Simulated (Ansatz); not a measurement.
## PbS: computed DOS

Space group C2/m (No. 12). a = 5.881 Å, b = 5.800 Å, c = 11.759 Å, α = 90.00°, β = 95.27°, γ = 90.00°
```json
{"atom": "Pb", "site": "4i", "symmetry": "m", "x": "0.2756", "y": "0.5000", "z": "0.6364"}
{"atom": "S", "site": "4i", "symmetry": "m", "x": "0.7684", "y": "0.5000", "z": "0.5986"}
```

The runs use the primitive cell with vectors (2.941, -2.900, 0.000), (2.941, 2.900, 0.000), (-1.080, 0.000, 11.709) Å, to which the k mesh refers.

The cell is COD entry 2106944, as deposited and not checked against the literature; nothing was relaxed.

Spin–orbit coupling is left out, though it moves levels of the heavy atoms by tenths of an eV or more.

These are results of DFT, PBEsol, all-electron LAPW, scalar-relativistic (Ansatz 0.2.0), not measurements.

The runs use a Γ-centred 7×7×3 k mesh, Fermi–Dirac smearing of 0.01 eV, basis error target 0.5 meV/atom, no spin polarisation.

States per eV and cell, averaged over 0.4 eV, from -8.2 to 5.6 eV, with energies (bin centres) from the valence-band top; empty bins are left out. The partial columns, the largest 3 alone, are projections on Löwdin-orthogonalised atomic shells (those that the program's projection atoms carry: the occupied ones and, for some elements, an empty d or f shell; other empty shells have no column), summed over atoms of an element. Weights on diffuse s and p shells depend on that basis and aren't pure angular character.

```csv
E (eV),total,S 3p,Pb 6p,Pb 6s
-8.1,1.29,0.28,0.01,0.98
-7.7,3.18,0.58,0.04,2.43
-7.3,2.68,0.41,0.04,2.00
-6.9,1.53,0.22,0.01,1.08
-6.5,0.63,0.08,0.01,0.42
-6.1,0.50,0.04,0.01,0.34
-5.7,0.19,0.01,0.00,0.13
-4.1,0.65,0.38,0.25,0.01
-3.7,0.95,0.57,0.34,0.02
-3.3,1.84,1.15,0.60,0.04
-2.9,3.04,1.94,0.97,0.07
-2.5,3.85,2.53,1.16,0.10
-2.1,2.97,2.06,0.77,0.08
-1.7,4.11,2.94,0.87,0.19
-1.3,4.43,3.48,0.70,0.18
-0.9,3.51,2.66,0.50,0.27
-0.5,3.43,2.60,0.39,0.36
-0.1,1.22,0.95,0.11,0.13
1.1,0.01,0.00,0.01,0.00
1.5,0.67,0.05,0.56,0.03
1.9,2.87,0.23,2.23,0.08
2.3,1.83,0.26,1.29,0.03
2.7,1.81,0.24,1.28,0.02
3.1,3.99,0.61,2.84,0.04
3.5,3.98,0.78,2.67,0.03
3.9,3.20,0.70,2.01,0.04
4.3,3.97,0.91,2.32,0.05
4.7,4.68,1.02,2.49,0.02
5.1,3.42,0.67,1.44,0.01
5.5,2.82,0.23,0.49,0.01
```

(1) Which of the resolved shells contributes most in the top eV of the valence band?

Results:

(1) S 3p, with 76 % of all states there; Pb 6p follows with 12 %.
